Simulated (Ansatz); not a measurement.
# V (P-1) in Ansatz: convergence with wavefunction cutoff

Aim: find how far wavefunction cutoff must go before the results for V settle, at PBE. This setting moves, with any that are tied to it; all else stays.

Program: Ansatz 0.2.0. These are calculated values, not measurements. Logs are shortened: lines on timing, memory, paths and dates and some standing lists are left out, and cuts for length are marked.

**1. Starting point**

The typed cell holds 1 atom: a = 2.764 Å, b = 2.587 Å, c = 2.694 Å, α = 57.81°, β = 58.52°, γ = 63.76°.

This isn't the form of V at room conditions, which is bcc.

**2. With wavefunction cutoff 200 eV**

input.yaml

```yaml
crystal:
  lattice:
    - [-0.07564863, 2.04812515, 1.85486184]
    - [1.90212924, 0.02633807, 1.75287514]
    - [1.8823854, 1.92639461, 0.04608192]
  atoms:
    - { symbol: V, position: [0.0, 0.0, 0.0], spin: 2.0 }
hamiltonian:
  xc: pbe
  pseudopotentials: { kind: paw }
magnetization:
  spin_polarized: true
kpoints:
  mp_grid: { grid: [8, 9, 9] }
scf:
  occupations: { method: methfessel_paxton, width: 0.05 }
output:
  forces: true
  stress: true
  eigenvalues: true
basis:
  ecutwfc: "200 eV"
```

Potentials or basis: Ansatz PAW.

Started as:

```sh
> ansatz run input.yaml --threads 2 --pin off --max-ram 5632MiB --backend cpu --events-out ev --progress --plain --runs-dir out
```

The program printed:

```text
Warning: basis.ecutwfc = 200 eV is below the records' recommended 420 eV, and the density's cutoff is lower with it unless basis.ecutrho_ratio is high enough to keep the records' density cutoff: compare with a run at a higher cutoff
Warning: RAYON_NUM_THREADS=2 ignored (pool sized by the plan → 2); use --threads N
Engine: ansatz 0.2.0, aarch64-unknown-linux-gnu
Pseudopotentials: kind: paw
Pseudopotential: V, paw, valence charge 13, recommended cutoff 420 eV (normal), V.paw.azcp
Functional definition: PBE
  parameter kappa = 0.804
  parameter beta = 0.06672455060314922
  exchange = pbe_x(kappa = kappa, mu = beta*pi^2/3)
  correlation = pbe_c(beta = beta)
Crystal: 1 atoms, lattice volume = 13.539 Å³
Basis set: ecut = 200 eV, 83 PW (Γ), exchange–correlation on 30×24×30 points (8 copies of the dense FFT grid, shifted against one another)
Bands: 12, of which v1, the nominal top of the filled ones, is band 7 counted from 1 (6 counted from 0)
Symmetry: 2 space group operations
Space group: P-1 (ITA 2), of the structure as read, at distance tolerance 2.4e-5 Å
Magnetic group: BNS 2.4 (UNI 4), of the structure as read, at distance tolerance 2.4e-5 Å
k-points: 325 of 648
Non-local potential: V, projectors of the file, l = 0: 3, l = 1: 2, l = 2: 3, l = 3: 1
PAW form: soft (Blöchl's): semilocal exchange-correlation on the pseudo side does not see the compensation charge
PAW one-centre angular grid: V, 590 points (default); XC on 64 Gauss nodes
[... 31 lines left out ...]
this state was not tested for a lower state beside it, because cold or Methfessel-Paxton smearing, or corrected tetrahedra, fill the levels in a way that the test cannot read (fill_not_monotonic; see scf.lower_state_search)
SCF converged after 20 iterations
Magnetization: -0.0000 μB (6.5000 up, 6.5000 down)
Absolute magnetization: 0.0000 μB (∫|ρ↑−ρ↓|, with the PAW one-centre terms)
Spin contamination: 0.0000 ħ² per cell (⟨S²⟩ above its minimum at these occupations)
Per-site moments (μB) at R_I (Å): [(-3.7818928213422664e-6, 1.0535921680290048)]
Free energy (F): -2904.963147 eV
Harris-Foulkes:  -2904.963147 eV  (|F-HF|=2.73e-12)
Internal energy: -2904.962992 eV  (E = F + TS)
E sigma→0 (E₀):  -2904.963109 eV
Entropy (-TS):   -0.000155 eV (-0.155 meV/atom)
Fermi energy:    16.566997 eV
Step filling:    the computed levels leave a gap of 0.0033 eV = 0.1 smearing widths at the electron count; against every level under it full and every level over it empty, smearing changes F+E_penalty+E_count by -0.079 meV and its σ→0 estimate by -0.040 meV
--- Per-component energies (eV) ---
  E_band       = -160.165979
  E_kinetic    = 347.585204
  E_local      = -893.418377  (includes V_loc(G=0)·N_el)
  E_nonlocal   = -41.128422
  E_hartree    = 404.317714
  E_xc         = -131.979046
  E_vxc        = -167.439093  (∫ρ·V_xc dr)
  E_paw        = -1117.419265  (= ΣΔE_a)
  E_vpaw       = -214.404444  (= ΣTr[D̂ρ^β])
  E_aug_tail   = 0.003849  (compensation charges beyond the density's cutoff)
  E_ewald      = -1472.924649
  E_smearing   = -0.000155  (= −TS)
  E_closure    = 0.000000  (closes the sum)
  Σ components = -2904.963147   (vs F -2904.963147, Δ=0.00e0)
--- Forces (eV/Å), atoms counted from 1 ---
  atom   1  V      0.00000000     0.00000000     0.00000000
  max |Σ_I F_I| component: 0.00e0 eV/Å
--- Stress (GPa, compression-positive) ---
        1.556102      -3.743774      -6.979271
       -3.743774       0.544484       7.191119
       -6.979271       7.191119     -13.726831
  P = ⅓ Tr σ = -3.8754 GPa (-38.754 kbar)
--- Band table (eV; the first three rows and the last of 650) ---
  k-point 0 ↑: bands = ["-49.4364", "-22.3623", "-21.9814", "-21.7576", "9.7773", "16.2484", "16.7680", "17.6800", "18.1947", "18.9079", "34.6640", "38.3657"]
  k-point 1 ↑: bands = ["-49.4456", "-22.3805", "-22.1693", "-21.9015", "10.2914", "16.4319", "16.8228", "17.1714", "17.8448", "18.8398", "35.0996", "37.9141"]
  k-point 2 ↑: bands = ["-49.4217", "-22.6087", "-22.3745", "-22.0577", "11.5991", "16.2073", "16.5974", "17.4080", "17.9368", "18.5292", "33.9703", "35.3771"]
  k-point 324 ↓: bands = ["-49.2475", "-22.9134", "-22.6582", "-22.4776", "13.4297", "14.1058", "18.4813", "19.0743", "19.5154", "23.5345", "29.5844", "29.8480"]
```

Wall time 6.9 s (2 threads of Arm Neoverse V1, shared host); peak memory 0.29 GiB.

Results:

* Free energy: -2904.9631 eV
* Pressure: -3.9 GPa
* Band gap on the k mesh: none (metal or under the smearing width)
* Net moment: 0.00 μB per cell
* Absolute moment: 0.00 μB per cell

**3. With wavefunction cutoff 250 eV**

Edit input.yaml of step 2 so:

```diff
@@ -21,2 +21,2 @@
 basis:
-  ecutwfc: "200 eV"
+  ecutwfc: "250 eV"
```

Potentials or basis: Ansatz PAW.

Started as:

```sh
> ansatz run input.yaml --threads 2 --pin off --max-ram 5632MiB --backend cpu --events-out ev --progress --plain --runs-dir out
```

Wall time 5.4 s (2 threads of Arm Neoverse V1, shared host); peak memory 0.31 GiB.

Results:

| Property | Result |
| --- | --- |
| Free energy | -2910.9264 eV |
| Pressure | 10.0 GPa |
| Band gap on the k mesh | none (metal or under the smearing width) |
| Net moment | 0.00 μB per cell |
| Absolute moment | 0.00 μB per cell |

**4. With wavefunction cutoff 300 eV**

Edit input.yaml of step 3 so:

```diff
@@ -21,2 +21,2 @@
 basis:
-  ecutwfc: "250 eV"
+  ecutwfc: "300 eV"
```

Started as:

```sh
> ansatz run input.yaml --threads 2 --pin off --max-ram 5632MiB --backend cpu --events-out ev --progress --plain --runs-dir out
```

It took 6.5 s on 2 threads of Arm Neoverse V1, shared host; peak memory 0.32 GiB.

What came out:

- Free energy: -2912.0404 eV
- Pressure: 3.0 GPa
- Band gap on the k mesh: none (metal or under the smearing width)
- Net moment: 0.00 μB per cell
- Absolute moment: 0.00 μB per cell

**5. With wavefunction cutoff 350 eV**

Edit input.yaml of step 4 so:

```diff
@@ -21,2 +21,2 @@
 basis:
-  ecutwfc: "300 eV"
+  ecutwfc: "350 eV"
```

Started as:

```sh
> ansatz run input.yaml --threads 2 --pin off --max-ram 5632MiB --backend cpu --events-out ev --progress --plain --runs-dir out
```

Wall time 6.8 s (2 threads of Arm Neoverse V1, shared host); peak memory 0.34 GiB.

What came out:

```
Free energy            : -2912.1970 eV
Pressure               : 3.6 GPa
Band gap on the k mesh : none (metal or under the smearing width)
Net moment             : 0.00 μB per cell
Absolute moment        : 0.00 μB per cell
```

**6. With wavefunction cutoff 400 eV**

Edit input.yaml of step 5 so:

```diff
@@ -21,2 +21,2 @@
 basis:
-  ecutwfc: "350 eV"
+  ecutwfc: "400 eV"
```

Potentials or basis: Ansatz PAW.

Started as:

```sh
> ansatz run input.yaml --threads 2 --pin off --max-ram 5632MiB --backend cpu --events-out ev --progress --plain --runs-dir out
```

Wall time 7.2 s (2 threads of Arm Neoverse V1, shared host); peak memory 0.36 GiB.

Results (log left out):

* Free energy: -2912.2106 eV
* Pressure: 3.7 GPa
* Band gap on the k mesh: none (metal or under the smearing width)
* Net moment: 0.00 μB per cell
* Absolute moment: 0.00 μB per cell

**7. With wavefunction cutoff 450 eV**

Edit input.yaml of step 6 so:

```diff
@@ -21,2 +21,2 @@
 basis:
-  ecutwfc: "400 eV"
+  ecutwfc: "450 eV"
```

Started as:

```sh
> ansatz run input.yaml --threads 2 --pin off --max-ram 5632MiB --backend cpu --events-out ev --progress --plain --runs-dir out
```

Run time: 7.5 s. Hardware: 2 threads of Arm Neoverse V1, shared host; peak memory 0.38 GiB.

The run converged. Its results:

- Free energy: -2912.2120 eV
- Pressure: 3.7 GPa
- Band gap on the k mesh: none (metal or under the smearing width)
- Net moment: 0.00 μB per cell
- Absolute moment: 0.00 μB per cell

**8. With wavefunction cutoff 500 eV**

Edit input.yaml of step 7 so:

```diff
@@ -21,2 +21,2 @@
 basis:
-  ecutwfc: "450 eV"
+  ecutwfc: "500 eV"
```

Started as:

```sh
> ansatz run input.yaml --threads 2 --pin off --max-ram 5632MiB --backend cpu --events-out ev --progress --plain --runs-dir out
```

It took 9 s on 2 threads of Arm Neoverse V1, shared host; peak memory 0.4 GiB.

It converged, with:

```yaml
Free_energy: -2912.2130 eV
Pressure: 3.7 GPa
Band_gap_on_the_k_mesh: none (metal or under the smearing width)
Net_moment: 0.00 μB per cell
Absolute_moment: 0.00 μB per cell
```

**9. With wavefunction cutoff 600 eV**

Edit input.yaml of step 8 so:

```diff
@@ -21,2 +21,2 @@
 basis:
-  ecutwfc: "500 eV"
+  ecutwfc: "600 eV"
```

Potentials or basis: Ansatz PAW.

Started as:

```sh
> ansatz run input.yaml --threads 2 --pin off --max-ram 5632MiB --backend cpu --events-out ev --progress --plain --runs-dir out
```

It took 10 s on 2 threads of Arm Neoverse V1, shared host; peak memory 0.43 GiB.

Results (log left out):

```yaml
Free_energy: -2912.2136 eV
Pressure: 3.7 GPa
Band_gap_on_the_k_mesh: none (metal or under the smearing width)
Net_moment: 0.00 μB per cell
Absolute_moment: 0.00 μB per cell
```

**10. With wavefunction cutoff 800 eV**

Edit input.yaml of step 9 so:

```diff
@@ -21,2 +21,2 @@
 basis:
-  ecutwfc: "600 eV"
+  ecutwfc: "800 eV"
```

Started as:

```sh
> ansatz run input.yaml --threads 2 --pin off --max-ram 5632MiB --backend cpu --events-out ev --progress --plain --runs-dir out
```

Wall time 14 s (2 threads of Arm Neoverse V1, shared host); peak memory 0.49 GiB.

The run converged. Its results:

- Free energy: -2912.2140 eV
- Pressure: 3.7 GPa
- Band gap on the k mesh: none (metal or under the smearing width)
- Net moment: 0.00 μB per cell
- Absolute moment: 0.00 μB per cell

**11. Summary**

```csv
wavefunction cutoff,"energy less the tightest run, at zero smearing (meV/atom)",pressure (GPa),SCF cycles,CPU time (s),peak memory (GiB)
200 eV,7250.88,-3.88,20,13,0.29
250 eV,1287.58,9.99,15,10,0.31
300 eV,173.64,3.03,15,12,0.32
350 eV,17.02,3.62,14,13,0.34
400 eV,3.39,3.70,14,14,0.36
450 eV,1.98,3.68,14,14,0.38
500 eV,1.01,3.67,14,17,0.4
600 eV,0.36,3.66,14,19,0.43
800 eV,0.00,3.66,14,27,0.49
```

Against the tightest run, the energy stays within 1 meV/atom from 600 eV on; the pressure stays within 0.1 GPa from 350 eV on. The tightest run that finished is the yardstick and may itself not be fully converged.

Caveats: the starting moments weren't kept.
